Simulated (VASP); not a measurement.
# InP (F-43m) in VASP: further runs

Runs on InP. Level: PBE. Tasks: G0W0 quasiparticle levels.

Program: VASP 6.6.1. These are calculated values, not measurements. Logs are shortened: lines on timing, memory, paths and dates and some standing lists are left out, and cuts for length are marked.

## 1. The structure

Symmetry: F-43m, No. 216, cubic system. The conventional cell has a = 5.861 Å, b = 5.861 Å, c = 5.861 Å, α = 90.00°, β = 90.00°, γ = 90.00°. In (site symmetry -43m) has 4 P at 2.54 Å as nearest neighbours. Around P (site symmetry -43m) lie 4 In at 2.54 Å.

## 2. G0W0 quasiparticle levels, PBE

The input, POSCAR:

```
InP
1.0
    0.0000000000      2.9305000000      2.9305000000
    2.9305000000      0.0000000000      2.9305000000
    2.9305000000      2.9305000000      0.0000000000
In P
1 1
Direct
    0.0000000000      0.0000000000      0.0000000000
    0.7500000000      0.7500000000      0.7500000000
```

The input, INCAR.step1:

```
  PREC = Accurate
  ENCUT = 450
  EDIFF = 1E-8
  ISMEAR = 0
  SIGMA = 0.01
  LREAL = F
  LASPH = T
  NELM = 60
  ALGO = Normal
  LWAVE = T
  LCHARG = F
  GGA = PE
```

The input, INCAR.step2:

```
  PREC = Accurate
  ENCUT = 450
  EDIFF = 1E-8
  ISMEAR = 0
  SIGMA = 0.01
  LREAL = F
  LASPH = T
  NELM = 1
  ALGO = Exact
  LWAVE = T
  LCHARG = F
  GGA = PE
  NBANDS = 69
  LOPTICS = T
  ISTART = 1
```

The input, INCAR.step3:

```
  PREC = Accurate
  ENCUT = 450
  EDIFF = 1E-8
  ISMEAR = 0
  SIGMA = 0.01
  LREAL = F
  LASPH = T
  ALGO = EVGW0
  LWAVE = F
  LCHARG = F
  GGA = PE
  NELMGW = 1
  NBANDS = 69
  ENCUTGW = 150
  NOMEGA = 36
  PRECFOCK = Fast
  ISTART = 1
  NBANDSGW = 17
```

The input, KPOINTS:

```
Automatic mesh
0
Gamma
  3 3 3
```

Potentials or basis: VASP PAW PBE potentials, release 64 (In_d_GW, P_GW).

The run is started by

```bash
> cat potpaw_PBE.64/In_d_GW/POTCAR potpaw_PBE.64/P_GW/POTCAR > POTCAR
> cp INCAR.step1 INCAR
> mpirun -np 1 vasp_std > vasp.out
> cp INCAR.step2 INCAR
> mpirun -np 1 vasp_std > vasp.out
> cp INCAR.step3 INCAR
> mpirun -np 1 vasp_std > vasp.out
```

OUTCAR:

```text
PREC = Accurate
   ENCUT = 450
   EDIFF = 1E-8
   ISMEAR = 0
   LREAL = F
   LASPH = T
   GGA = PE
   NELMGW = 1
   ENCUTGW = 150
   PRECFOCK = Fast
   ISTART = 1

 Found      4 irreducible k-points:

 Following reciprocal coordinates:
            Coordinates               Weight
  0.000000  0.000000  0.000000      1.000000
  0.333333  0.000000  0.000000      8.000000
  0.333333  0.333333  0.000000      6.000000
 -0.333333  0.333333  0.000000     12.000000
   k-points           NKPTS =      4   k-points in BZ     NKDIM =     27   number of bands    NBANDS=     69
   number of dos      NEDOS =    301   number of ions     NIONS =      2
   total plane-waves  NPLWV =  27000
   dimension x,y,z NGX =    30 NGY =   30 NGZ =   30
   dimension x,y,z NGXF=    60 NGYF=   60 NGZF=   60
   ions per type =               1   1
   NGX,Y,Z   is equivalent  to a cutoff of  12.03, 12.03, 12.03 a.u.
   NGXF,Y,Z  is equivalent  to a cutoff of  24.07, 24.07, 24.07 a.u.
 SYSTEM =  unknown system
   PREC   = accura    normal or accurate (medium, high low for compatibility)
   ISTART =      1    job   : 0-new  1-cont  2-samecut
   ICHARG =      0    charge: 1-file 2-atom 10-const
   ISPIN  =      1    spin polarized calculation?
   LNONCOLLINEAR =      F non collinear calculations
   LSORBIT =      F    spin-orbit coupling
   LASPH  =      T    aspherical Exc in radial PAW
   ENCUT  =  450.0 eV  33.07 Ry    5.75 a.u.   7.17  7.17  7.17*2*pi/ulx,y,z
   NELM   =     60;   NELMIN=  2; NELMDL=  0     # of ELM steps
   EDIFF  = 0.1E-07   stopping-criterion for ELM
   LREAL  =      F    real-space projection
   EDIFFG = 0.1E-06   stopping-criterion for IOM
   NSW    =      0    number of steps for IOM
   IBRION =     -1    ionic relax: 0-MD 1-quasi-New 2-CG
   NFREE  =      0    steps in history (QN), initial steepest desc. (CG)
   ISIF   =      0    stress and relaxation
   ISYM   =      3    0-nonsym 1-usesym 2-fastsym
   POTIM  = 0.5000    time-step for ionic-motion
   TEBEG  =    0.0;   TEEND  =   0.0 temperature during run
   PSTRESS=    0.0 pullay stress
   NELECT =      18.0000    total number of electrons
   NUPDOWN=      -1.0000    fix difference up-down
   EMIN   =  10.00;   EMAX   =-10.00  energy-range for DOS
   EFERMI =   0.00;   METHOD = LEGACY
   ISMEAR =     0;   SIGMA  =   0.01  broadening in eV -4-tet -1-fermi 0-gaus
   EFERMI_NEDOS =   21; number of points for ismear=-14 and -15
   IALGO  =     38    algorithm
   IMIX   =      4    mixing-type and parameters
     AMIX     =   0.40;   BMIX     =  1.00
     AMIX_MAG =   1.60;   BMIX_MAG =  1.00
  volume/ion in A,a.u.               =      25.17       169.83
  Fermi-wavevector in a.u.,A,eV,Ry     =   1.162021  2.195901 18.371846  1.350293
  Thomas-Fermi vector in A             =   2.298587
   LORBIT       =      0    0 simple, 1 ext, 2 COOP (PROOUT), +10 PAW based schemes
   GGA     = PE    functional components
   LHFCALC =     T    Hartree Fock is set to
   PRECFOCK=fast      Normal, Fast or Accurate (Low or Medium for compatibility)
   ENCUT4O =  -1.0   cutoff for four orbital integrals eV
   NKREDX  =     1    reduce k-point grid by
   NKREDY  =     1    reduce k-point grid by
   NKREDZ  =     1    reduce k-point grid by
   AEXX    =    1.0000 exact exchange contribution
   HFSCREEN=    0.0000 screening length (either q_TF or 0.3 A-1)
   HFSCREENC=   0.0000 screening length for correlation (either q_TF or 0.3 A-1)
   ENCUTFOCK=  -1.0 apply spherical cutoff to Coloumb kernel
   IVDW    =     0    specifies the selected vdW correction
   LEPSILON=     F    determine dielectric tensor
   LRPA    =     F    only Hartree local field effects (RPA)
   LRPAFORCE           =     F    calculate RPA forces
   ENCUTGW             = 150.0    cutoff for response function in eV
   ENCUTGWSOFT         = 120.0    soft cutoff for Coulomb kernel in GW response function in eV
   ENCUTLF             =  -1.0    cutoff for local field effects
   NELMGW              =     1    number of iterations in solving QP/BSE equation
   NELMHF              =     1    number of iterations in the inner HF iteration
   NKREDLFX            =     1    NKREDLFY  =   1   NKREDLFZ  =   1
 non-spin polarized calculation
 Gauss-broadening in eV      SIGMA  =   0.01
  energy-cutoff  :      450.00
  volume of cell :       50.33
 maximum number of plane-waves:      1113
 NGX is ok and might be reduce to    30
  NGX = 16; NGY = 16; NGZ = 16
   NGX = 15   NGY = 15   NGZ = 15
 maximum number of plane-waves:       220

 QP shifts <psi_nk| G(iteration)W_0 |psi_nk>: iteration 1
 for sc-GW calculations column KS-energies equals QP-energies in previous step
 and V_xc(KS)=  KS-energies - (<T + V_ion + V_H > + <T+V_H+V_ion>^1  + <V_x>^1)

 k-point   1 :       0.0000    0.0000    0.0000
  band No.  KS-energies  QP-energies   sigma(KS)   V_xc(KS)     V^pw_x(r,r')   Z            occupation Imag(sigma)

      1     -10.2933     -12.2691     -19.3663     -16.5967     -25.3298       0.7134       2.0000       0.4173
      2     -10.2933     -12.2691     -19.3663     -16.5967     -25.3298       0.7134       2.0000       0.4173
      3     -10.2933     -12.2691     -19.3663     -16.5967     -25.3298       0.7134       2.0000       0.4173
      4     -10.1476     -12.1662     -19.5120     -16.6813     -25.3437       0.7131       2.0000       0.3462
      5     -10.1476     -12.1662     -19.5120     -16.6813     -25.3437       0.7131       2.0000       0.3462
      6      -7.4965      -7.8824     -11.8727     -11.2915     -18.2328       0.6641       2.0000       1.1069
      7       4.0367       3.7633     -12.6265     -12.2602     -14.3967       0.7466       2.0000       0.1173
      8       4.0367       3.7633     -12.6265     -12.2602     -14.3967       0.7466       2.0000       0.1173
      9       4.0367       3.7633     -12.6265     -12.2602     -14.3967       0.7466       2.0000       0.1173
     10       4.7110       4.9351     -10.6220     -10.9163      -6.4815       0.7615       0.0000      -0.0602
     11       8.0411       8.3058      -9.6410      -9.9875      -5.3571       0.7639       0.0000      -0.1149
     12       8.0411       8.3058      -9.6410      -9.9875      -5.3571       0.7639       0.0000      -0.1149
     13       8.0411       8.3058      -9.6410      -9.9875      -5.3571       0.7639       0.0000      -0.1149
     14      12.5827      12.5023      -8.1026      -8.0005      -2.7183       0.7869       0.0000      -0.3605
     15      13.3900      13.8030      -9.6697     -10.2238      -4.5789       0.7454       0.0000      -0.2650
     16      13.3900      13.8030      -9.6697     -10.2238      -4.5789       0.7454       0.0000      -0.2650
     17      15.1508      15.0293      -7.7023      -7.5434      -2.2265       0.7647       0.0000      -0.5039

 k-point   2 :       0.3333    0.0000    0.0000
  band No.  KS-energies  QP-energies   sigma(KS)   V_xc(KS)     V^pw_x(r,r')   Z            occupation Imag(sigma)

      1     -10.3780     -12.2688     -19.0881     -16.4123     -25.1398       0.7066       2.0000       0.4447
      2     -10.2619     -12.2439     -19.4036     -16.6269     -25.3500       0.7138       2.0000       0.4089
      3     -10.2619     -12.2439     -19.4036     -16.6269     -25.3500       0.7138       2.0000       0.4089
      4     -10.1406     -12.1585     -19.5171     -16.6925     -25.3595       0.7144       2.0000       0.3475
      5     -10.1406     -12.1585     -19.5171     -16.6925     -25.3595       0.7144       2.0000       0.3475
      6      -6.3726      -6.7793     -12.4108     -11.8032     -18.3664       0.6694       2.0000       0.9250
      7      -0.5732      -1.0521     -11.5802     -10.9188     -14.3990       0.7241       2.0000       0.2584
      8       3.2469       2.9215     -12.2563     -11.8176     -14.1783       0.7417       2.0000       0.1363
      9       3.2469       2.9215     -12.2563     -11.8176     -14.1783       0.7417       2.0000       0.1363
     10       5.6382       5.8389     -10.0983     -10.3599      -5.9669       0.7669       0.0000      -0.0754
     11       8.8266       9.0852      -9.5586      -9.8976      -5.1064       0.7628       0.0000      -0.1366
     12       8.8266       9.0852      -9.5586      -9.8976      -5.1064       0.7628       0.0000      -0.1366
     13      10.2910      10.4587      -9.7063      -9.9308      -4.8017       0.7468       0.0000      -0.2119
     14      12.8881      12.7396      -7.7277      -7.5356      -2.4874       0.7732       0.0000      -0.3317
     15      13.0533      13.3342      -9.3129      -9.6879      -4.1946       0.7493       0.0000      -0.2832
     16      13.0533      13.3342      -9.3129      -9.6879      -4.1946       0.7493       0.0000      -0.2832
     17      17.8490      18.0531      -9.2045      -9.4725      -3.1524       0.7617       0.0000      -0.7430

 k-point   3 :       0.3333    0.3333    0.0000
  band No.  KS-energies  QP-energies   sigma(KS)   V_xc(KS)     V^pw_x(r,r')   Z            occupation Imag(sigma)

      1     -10.4311     -12.3044     -19.0254     -16.3704     -25.1035       0.7056       2.0000       0.4585
      2     -10.2169     -12.2082     -19.4700     -16.6866     -25.4095       0.7154       2.0000       0.4005
      3     -10.2169     -12.2082     -19.4700     -16.6866     -25.4095       0.7154       2.0000       0.4005
      4     -10.1839     -12.1878     -19.4329     -16.6154     -25.2746       0.7113       2.0000       0.3524
      5     -10.1216     -12.1432     -19.5361     -16.7115     -25.3767       0.7157       2.0000       0.3441
      6      -5.9901      -6.3912     -12.4865     -11.8862     -18.3062       0.6683       2.0000       0.8764
      7      -0.4577      -0.8912     -12.1088     -11.5117     -14.8617       0.7260       2.0000       0.2481
      8       2.1106       1.7069     -11.7224     -11.1731     -13.9035       0.7350       2.0000       0.1631
      9       2.1106       1.7069     -11.7224     -11.1731     -13.9035       0.7350       2.0000       0.1631
     10       6.0198       6.0440      -8.9134      -8.9445      -4.9300       0.7764       0.0000      -0.0885
     11       6.8404       6.9725      -9.6184      -9.7916      -5.4149       0.7628       0.0000      -0.0996
     12      11.5706      11.9461     -10.2472     -10.7569      -5.0872       0.7368       0.0000      -0.2524
     13      11.5706      11.9461     -10.2472     -10.7569      -5.0872       0.7368       0.0000      -0.2524
     14      11.6734      11.8634      -9.6127      -9.8672      -4.5378       0.7462       0.0000      -0.2506
     15      14.2616      14.7093      -9.6501     -10.2545      -4.2662       0.7407       0.0000      -0.3456
     16      17.3369      17.4342      -8.5216      -8.6493      -2.7486       0.7616       0.0000      -0.6111
     17      18.1419      18.5616      -9.9213     -10.4773      -3.7866       0.7550       0.0000      -0.8600

 k-point   4 :      -0.3333    0.3333    0.0000
  band No.  KS-energies  QP-energies   sigma(KS)   V_xc(KS)     V^pw_x(r,r')   Z            occupation Imag(sigma)

      1     -10.4273     -12.2810     -18.9906     -16.3602     -25.0946       0.7047       2.0000       0.4673
      2     -10.2338     -12.2202     -19.4333     -16.6457     -25.3601       0.7126       2.0000       0.3914
      3     -10.2152     -12.2074     -19.4691     -16.6896     -25.4093       0.7168       2.0000       0.4023
      4     -10.1613     -12.1694     -19.4765     -16.6576     -25.3237       0.7124       2.0000       0.3488
      5     -10.1358     -12.1537     -19.5134     -16.6908     -25.3551       0.7149       2.0000       0.3454
      6      -5.2478      -5.6418     -13.0035     -12.4209     -18.6366       0.6762       2.0000       0.7885
      7      -1.4978      -1.9934     -11.7472     -11.0572     -14.8657       0.7183       2.0000       0.3006
      8       0.6093       0.1043     -10.8851     -10.1957     -13.2573       0.7325       2.0000       0.2059
      9       2.3437       1.9554     -11.8521     -11.3253     -13.9734       0.7371       2.0000       0.1570
     10       6.5908       6.6914      -9.3148      -9.4457      -5.1791       0.7686       0.0000      -0.0934
     11       9.0970       9.4174     -10.3273     -10.7550      -5.6154       0.7491       0.0000      -0.1768
     12      10.7623      11.1007      -9.8009     -10.2519      -4.8336       0.7503       0.0000      -0.2099
     13      11.1187      11.2697      -9.5726      -9.7731      -4.8536       0.7530       0.0000      -0.2016
     14      11.9363      12.1429      -9.3453      -9.6203      -4.0811       0.7512       0.0000      -0.3020
     15      13.1695      13.4699      -9.4572      -9.8558      -4.3649       0.7536       0.0000      -0.2912
     16      17.1145      17.3091      -8.8753      -9.1332      -3.0451       0.7541       0.0000      -0.5963
     17      17.9822      18.2549      -9.2370      -9.6032      -3.1822       0.7445       0.0000      -0.7410
```

Wall time 40 s (1 thread of Intel Xeon 6975P-C (Granite Rapids), shared host); peak memory 0.32 GiB.

The run converged, but some of its settings lie outside the range that counts as converged, so its numbers aren't taken as properties of the crystal.

Results:

| Quantity | Value |
| --- | --- |
| Band gap on the k mesh, mean-field level | 0.67 eV, direct |
| Quasiparticle gap | 1.17 eV |
| Least direct quasiparticle gap | 1.17 eV |

Caveat: the k mesh is coarse (spacing up to 0.62 Å⁻¹), so the values aren't converged; bands, screening cutoff and mesh are small and nothing is extrapolated, so the quasiparticle values aren't converged; spin-orbit coupling is left out, which moves the levels of the heavy elements.

[end of part 1 of 3]
